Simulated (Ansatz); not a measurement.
RuO2 (rutile)

```
RuO2
1.0
    4.52339     0.00000     0.00000
    0.00000     4.52339     0.00000
    0.00000     0.00000     3.11902
Ru O
2 4
Direct
  0.50000   0.50000   0.50000
  0.00000   0.00000   0.00000
  0.80567   0.80567   0.50000
  0.30567   0.69433   0.00000
  0.69433   0.30567   0.00000
  0.19433   0.19433   0.50000
```

In this cell atom 1 (Ru, nearest neighbour O at 1.955 Å; its periodic images, 3.1 Å or more away, move with it) is moved by s along Cartesian [111], unit vector (0.577, 0.577, 0.577); all other atoms and the cell stay fixed.

These are PBE (plane waves to 420 eV, PAW, scalar-relativistic; Ansatz, a first-principles code) values and carry that method's errors. k mesh 8×8×12 (Γ-centred), Fermi-Dirac smearing 0.05 eV. E stands for the smeared free energy. With partly filled bands, energies and forces of such displacements shift with the k mesh and the smearing. RuO2 is run without spin polarisation and with no Hubbard U. RuO2 was relaxed with its symmetry unable to fall. The zero of ΔE is the undisplaced structure. The last digit holds for this mesh only.

| s (Å) | ΔE (meV/cell) |
|---|---|
| -0.200 | 465.8 |
| -0.160 | 297.4 |
| -0.120 | 166.9 |
| -0.080 | 74.1 |
| -0.040 | 18.5 |
| 0.000 | 0.0 |
| 0.040 | 18.5 |
| 0.080 | 74.1 |
| 0.120 | 166.9 |
| 0.160 | 297.4 |
| 0.200 | 465.8 |

Q: What force constant k = d²E/ds² at s = 0 does the table give?

A: 23 eV/Å². It is the second difference of the nearest points, corrected with the next pair.

Q: With k = 23.15 eV/Å² from the forces, is the well harmonic out to s = 0.200 Å?

A: ½ks² = 463 meV/cell against the computed 466 meV/cell, so the well is close to harmonic there.

(A displaced cell: forces are minus the slopes of the energy, force constants its curvatures, and phonons follow from these.)
